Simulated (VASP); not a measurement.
Here is a VASP 6.6.1 calculation.

The input INCAR:

```
SYSTEM = BP
ALGO = Fast
EDIFF = 1E-6
EDIFFG = -0.02
ENCUT = 600
GGA = CA
IBRION = 2
ISIF = 3
ISMEAR = 0
LASPH = .TRUE.
LCHARG = .FALSE.
LREAL = .FALSE.
LWAVE = .FALSE.
NELM = 100
NSW = 40
PREC = Accurate
SIGMA = 0.02
```

The input KPOINTS:

```
k-points
0
G
  8 8 8
  0 0 0
```

POSCAR

```
BP
1.0
    0.0000000000      2.2690000000      2.2690000000
    2.2690000000      0.0000000000      2.2690000000
    2.2690000000      2.2690000000      0.0000000000
P B
1 1
Direct
    0.7500000000      0.7500000000      0.7500000000
    0.0000000000      0.0000000000      0.0000000000
```

Potentials or basis: VASP PAW LDA potentials, release 64 (P, B).

Run with:

```console
$ cat potpaw_LDA.64/P/POTCAR potpaw_LDA.64/B/POTCAR > POTCAR
$ mpirun -np 1 vasp_std > vasp.out
```

Estimate the relaxed cell.

a = 3.175 Å, b = 3.175 Å, c = 3.175 Å, α = 60.00°, β = 60.00°, γ = 60.00°.

Predict the space group after relaxing (to 0.05 Å).

F-43m (No. 216).

What does it give for the relaxed volume?

11.31 Å³/atom.

Step by step:
```csv
step,energy change (eV),largest force (eV/Å),pressure (GPa),volume (Å³)
1,0.0000,0.0000,-5.31,23.36
2,-0.0050,0.0000,4.51,22.08
3,-0.0125,0.0000,-0.02,22.63
```

LDA usually gives volumes a few per cent too small. Zero-point motion and thermal expansion aren't in these numbers.
